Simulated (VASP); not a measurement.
# Sc (I4/mmm) in VASP: single point with r2SCAN+rVV10

Aim: the single point of Sc with r2SCAN+rVV10.

Program: VASP 6.6.1. These are calculated values, not measurements. Logs are shortened: lines on timing, memory, paths and dates and some standing lists are left out, and cuts for length are marked.

### Step 1. The undisturbed crystal

Symmetry: I4/mmm, No. 139, tetragonal system. The conventional cell has a = 3.834 Å, b = 3.834 Å, c = 3.435 Å, α = 90.00°, β = 90.00°, γ = 90.00°. Sc (site symmetry 4/mmm) is surrounded by 10 Sc at 3.21 to 3.44 Å.

This isn't the form of Sc at room conditions, which is hcp.

### Step 2. Single point, r2SCAN+rVV10 (volume scaled by 1.15)

run.py

```python
from ase.calculators.vasp import Vasp
from ase.dft.bandgap import bandgap
from ase.io import read

atoms = read('Sc.cif', primitive_cell=True, subtrans_included=False)
calc = Vasp(
    directory='calc',
    xc='r2scan+rvv10',
    pp='PBE',
    setups='minimal',
    prec='High',
    encut=500,
    ediff=1e-06,
    ismear=-1,
    sigma=0.1,
    lreal=False,
    lasph=True,
    nelm=100,
    algo='Normal',
    isif=2,
    lwave=False,
    lcharg=True,
    lmixtau=True,
    lelf=True,
    lvhar=True,
    kpts=[10, 10, 10],
    gamma=True,
)
atoms.calc = calc

print('energy (eV):', atoms.get_potential_energy())
print('free energy (eV):', atoms.get_potential_energy(force_consistent=True))
print('forces (eV/A):')
print(atoms.get_forces())
print('stress (eV/A^3, Voigt):', atoms.get_stress())
print('Fermi level (eV):', calc.get_fermi_level())
gap, top, bottom = bandgap(calc)
print('band gap (eV):', gap, 'from (spin, k, band)', top, 'to', bottom)
```

Sc.cif

```cif
data_Sc
_cell_length_a 4.01727232
_cell_length_b 4.01727232
_cell_length_c 3.59902944
_cell_angle_alpha 90.00000000
_cell_angle_beta 90.00000000
_cell_angle_gamma 90.00000000
_space_group_name_H-M_alt 'I4/mmm'
_space_group_name_Hall '-I 4 2'
_space_group_IT_number 139
loop_
_space_group_symop_operation_xyz
'x,y,z'
'-x,-y,-z'
'-y,x,z'
'y,-x,-z'
'-x,-y,z'
'x,y,-z'
'y,-x,z'
'-y,x,-z'
'x,-y,-z'
'-x,y,z'
'-y,-x,-z'
'y,x,z'
'-x,y,-z'
'x,-y,z'
'y,x,-z'
'-y,-x,z'
'x+1/2,y+1/2,z+1/2'
'-x+1/2,-y+1/2,-z+1/2'
'-y+1/2,x+1/2,z+1/2'
'y+1/2,-x+1/2,-z+1/2'
'-x+1/2,-y+1/2,z+1/2'
'x+1/2,y+1/2,-z+1/2'
'y+1/2,-x+1/2,z+1/2'
'-y+1/2,x+1/2,-z+1/2'
'x+1/2,-y+1/2,-z+1/2'
'-x+1/2,y+1/2,z+1/2'
'-y+1/2,-x+1/2,-z+1/2'
'y+1/2,x+1/2,z+1/2'
'-x+1/2,y+1/2,-z+1/2'
'x+1/2,-y+1/2,z+1/2'
'y+1/2,x+1/2,-z+1/2'
'-y+1/2,-x+1/2,z+1/2'
loop_
_atom_site_label
_atom_site_type_symbol
_atom_site_symmetry_multiplicity
_atom_site_Wyckoff_symbol
_atom_site_fract_x
_atom_site_fract_y
_atom_site_fract_z
_atom_site_occupancy
Sc1 Sc 2 a 0.0000000000 0.0000000000 0.0000000000 1
```

Potentials or basis: VASP PAW PBE potentials, release 64 (Sc_sv).

On the command line:

```bash
python run.py
```

Standard output:

```text
<dir> UserWarning: vdW has been enabled, however no location for the vdw_kernel.bindat file has been specified. Set ASE_VASP_VDW environment variable to copy the vdW kernel.
  warnings.warn(
energy (eV): -10.90188883
free energy (eV): -10.93890358
forces (eV/A):
[[-0.  0. -0.]]
stress (eV/A^3, Voigt): [ 0.04574431  0.04574431  0.02979015 -0.         -0.         -0.        ]
Fermi level (eV): 2.90024951
band gap (eV): 0.0 from (spin, k, band) (None, None, None) to (None, None, None)
```

OUTCAR:

```text
ENCUT = 500.000000
   BPARAM = 11.950000
   EDIFF = 1.00e-06
   METAGGA = R2SCAN
   PREC = High
   ISIF = 2
   ISMEAR = -1
   NELM = 100
   LASPH = .TRUE.
   LREAL = .FALSE.

 ion  position               nearest neighbor table
   1  0.000  0.000  0.000-

  LATTYP: Found a body centered tetragonal cell.
 ALAT       =     4.0172723200
 C/A-ratio  =     0.8958888403

  Lattice vectors:

 A1 = (  -2.0086361600,   2.0086361600,   1.7995147200)
 A2 = (   2.0086361600,  -2.0086361600,   1.7995147200)
 A3 = (   2.0086361600,   2.0086361600,  -1.7995147200)

Analysis of symmetry for initial positions (statically):
=====================================================================
 Subroutine PRICEL returns:
 Original cell was already a primitive cell.

 Routine SETGRP: Setting up the symmetry group for a
 body centered tetragonal supercell.

 Subroutine GETGRP returns: Found 16 space group operations
 (whereof 16 operations were pure point group operations)
 out of a pool of 16 trial point group operations.

The static configuration has the point symmetry D_4h.

Analysis of symmetry for dynamics (positions and initial velocities):
=====================================================================
 Subroutine PRICEL returns:
 Original cell was already a primitive cell.

 Routine SETGRP: Setting up the symmetry group for a
 body centered tetragonal supercell.

 Subroutine GETGRP returns: Found 16 space group operations
 (whereof 16 operations were pure point group operations)
 out of a pool of 16 trial point group operations.

The dynamic configuration has the point symmetry D_4h.

 Subroutine INISYM returns: Found 16 space group operations
 (whereof 16 operations are pure point group operations),
[... 128 lines left out ...]
  energy-cutoff  :      500.00
  volume of cell :       29.04
 maximum number of plane-waves:       758
 NGX is ok and might be reduce to    28

 number of electron      11.0000047 magnetization

 Free energy of the ion-electron system (eV)
  ---------------------------------------------------
  ext. energy  EPLUGINS =         0.00000000
  ---------------------------------------------------
  free energy    TOTEN  =       -10.93890358 eV

  energy without entropy =      -10.86487408  energy(sigma->0) =      -10.90188883

 E-fermi :   2.9002     XC(G=0):  -9.9386

 val. band max:        2.8895501216   @ k =   0.4000   0.2000   0.1000
 cond. band min:       2.9055469613   @ k =  -0.2000   0.4000   0.2000
 fundamental gap:      0.0159968397
 Fermi energy:         2.9002495105

 k-point     1 :       0.0000    0.0000    0.0000
  band No.  band energies     occupation
      1     -49.2410      2.00000
      2     -26.7482      2.00000
      3     -26.7480      2.00000
      4     -26.7105      2.00000
      5      -2.3619      2.00000
      6       4.0042      0.00003
      7       4.6280      0.00000
      8       4.6282      0.00000
      9       5.1044      0.00000
[... 265 lines left out ...]
 k-point    24 :       0.4000    0.3000    0.0000
  band No.  band energies     occupation
      1     -49.2055      2.00000
      2     -26.9187      2.00000
      3     -26.8635      2.00000
      4     -26.7652      2.00000
      5       2.1123      1.99924
      6       2.6837      1.79422
      7       3.0618      0.33163
      8       5.5038      0.00000
      9       5.6532      0.00000

 [... further k-points ...]

------------------------ aborting loop because EDIFF is reached ----------------------------------------

  FORCE on cell =-STRESS in cart. coord.  units (eV):
  Direction    XX          YY          ZZ          XY          YZ          ZX
  --------------------------------------------------------------------------------------
  -------------------------------------------------------------------------------------
  Total       -1.3284794     -1.3284794     -0.8651481      0.0000000      0.0000000      0.0000000
  in kB      -73.2904612    -73.2904612    -47.7290851      0.0000000      0.0000000      0.0000000
  external PRESSURE =     -64.7700025 kB  Pullay stress =       0.0000000 kB

 VOLUME and BASIS-vectors are now :
 -----------------------------------------------------------------------------
  energy-cutoff  :      500.00
  volume of cell :       29.04
      direct lattice vectors                 reciprocal lattice vectors
    -2.008636160  2.008636160  1.799514720     0.000000000  0.248925121  0.277852687
     2.008636160 -2.008636160  1.799514720     0.248925121  0.000000000  0.277852687
     2.008636160  2.008636160 -1.799514720     0.248925121  0.248925121  0.000000000

 POSITION                                       TOTAL-FORCE (eV/Angst)
 -----------------------------------------------------------------------------------
      0.00000      0.00000      0.00000        -0.000000      0.000000     -0.000000
 -----------------------------------------------------------------------------------
    total drift:                                0.000000     -0.000000      0.000000

  FREE ENERGIE OF THE ION-ELECTRON SYSTEM (eV)
  ---------------------------------------------------
  free  energy   TOTEN  =       -10.9389035841 eV

  energy  without entropy=      -10.8648740754  energy(sigma->0) =      -10.90188883
```

INCAR:

```text
ENCUT = 500.000000
SIGMA = 0.100000
BPARAM = 11.950000
CPARAM = 0.009300
EDIFF = 1.00e-06
ALGO = Normal
METAGGA = R2SCAN
PREC = High
ISIF = 2
ISMEAR = -1
NELM = 100
LASPH = .TRUE.
LCHARG = .TRUE.
LELF = .TRUE.
LUSE_VDW = .TRUE.
LVHAR = .TRUE.
LWAVE = .FALSE.
LMIXTAU = .TRUE.
LREAL = .FALSE.
```

Wall time 4.7 min (1 thread of Intel Xeon Platinum 8175M at 2.50GHz (Skylake/Cascade Lake), shared host); peak memory 0.17 GiB.

Results:

* Free energy: -10.9389 eV
* Pressure: -6.5 GPa
* Band gap on the k mesh: none (metal or under the smearing width)

Stress tensor (GPa, compression positive):
```
-7.33  0.00  0.00
 0.00 -7.33  0.00
 0.00  0.00 -4.77
```

Levels at points of the mesh, in eV from the Fermi level:
```
           k point  band 3  band 4  band 5  band 6  band 7  band 8
(0.00, 0.00, 0.00)  -29.65  -29.61   -5.26    1.10    1.73    1.73
(0.50, 0.00, 0.00)  -29.73  -29.65   -1.54    0.23    0.25    2.56
(0.50, 0.50, 0.00)  -29.67  -29.64   -1.75   -0.30    0.98    2.13
(0.50, 0.50, 0.50)  -29.82  -29.74   -1.06   -0.87    3.44    3.45
```

Caveat: the PAW data sets were made with another functional, which shifts forces and pressure a little.

### Step 3. The reference run

An earlier run on the cell as given: functional PBE; potentials or basis VASP PAW PBE potentials, release 64 (Sc_sv); cutoff 520 eV; k mesh 10 × 10 × 10; occupations fermi-dirac, width 0.05 eV; no spin polarisation.

* Pressure: -0.8 GPa
* Band gap on the k mesh: none (metal or under the smearing width)
